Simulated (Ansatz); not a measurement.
# Equation of state of Fe under r2SCAN+D4

Symmetry: Im-3m, No. 229, cubic system. The conventional cell has a = 2.886 Å, b = 2.886 Å, c = 2.886 Å, α = 90.00°, β = 90.00°, γ = 90.00°. Fe (site symmetry m-3m) has 8 Fe at 2.50 Å as nearest neighbours.

The cell was scaled at fixed shape and fractions and run with Ansatz, Ansatz PAW, cutoff 500 eV; r2SCAN+D4, k mesh 13 × 13 × 13 on the cell of 1 atom, fermi-dirac occupations of 0.05 eV, collinear spin, ferromagnetic start, no spin-orbit coupling. The potentials were made for PBE. Energies are those that the program minimises, any entropy of the smearing included. For a metal such a mesh isn't converged to the digits shown. The magnetic state is the one that the start led to, which needn't be the lowest.

| V (Å³/atom) | energy over the lowest row (meV/atom) |
| --- | --- |
| 11.2976 | 8.79 |
| 11.5380 | 0.96 |
| 11.7784 | 0.00 |
| 12.0187 | 5.23 |
| 12.2591 | 15.79 |
| 12.4995 | ? |
| 12.7399 | 50.45 |

Fit the third-order Birch-Murnaghan form, give V0, B0 and B′, and predict the energy left open.

With y = (V0/V)^(2/3), E = E0 + (9 V0 B0/16) [(y - 1)³ B′ + (y - 1)² (6 - 4y)]. Least squares through the rows shown give V0 = 11.6907 Å³/atom, E0 = -0.39 meV, B0 = 207.3 GPa (1 eV/Å³ = 160.218 GPa) and B′ = 5.30, with a largest miss of 0.03 meV. At V = 12.4995 the form with these constants gives 31.07 meV; the run gave 31.00 meV an atom. Measured volume: 11.77 Å³/atom at 298 K (a printed reference work), so the fit lies -0.7 % from it. The runs are for a static lattice.
